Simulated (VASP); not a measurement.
## CdTe under changes of volume

One of the cells (33.580 Å³/atom); the others are scaled copies at fixed shape and fractional positions:

```
CELL_PARAMETERS angstrom
0.00000 3.22623 3.22623
3.22623 0.00000 3.22623
3.22623 3.22623 0.00000
ATOMIC_POSITIONS crystal
Te 0.75000 0.75000 0.75000
Cd 0.00000 0.00000 0.00000
```

```yaml
Program: VASP 6.6.1
Functional: PBEsol
Potentials_or_basis: VASP PAW PBE potentials, release 64 (Te, Cd)
Cutoff: 520 eV
k_mesh: 7 × 7 × 7
Occupations: fermi-dirac, width 0.05 eV
Spin: no spin polarisation
```

```csv
volume (Å³/atom),energy over the lowest point (meV/atom),pressure (GPa),gap on the mesh (eV)
30.947,51.33,5.4,0.95
31.605,31.81,4.1,0.88
32.263,17.43,2.9,0.82
33.580,1.99,0.9,0.70
34.239,0.00,0.1,0.64
34.897,?,?,?
```

Q: What does the run at 34.897 Å³/atom give?

A: Energy over the lowest point 1.30 meV/atom; pressure -0.7 GPa; gap on the mesh 0.59 eV.

Worked out: A Birch-Murnaghan fit of order 3 (a polynomial in V^(-2/3)) to the other rows has its minimum at 34.30 Å³/atom, just outside them, with B0 = V·E''(V) = 41 GPa and B' = 4.8. It gives 1.30 meV/atom at 34.897 Å³/atom, against the run's 1.30, and -dE/dV = -0.7 GPa, against -0.7. A straight line through the other rows of the gap, of slope -3.04 eV per unit of ln V (its deformation potential), extrapolates to 0.58 eV, against the run's 0.59.

Energies are extrapolated to zero smearing.

Caveats: the PAW data sets were made with another functional, which shifts forces and pressure a little; spin-orbit coupling is left out, which moves the levels of the heavy elements.
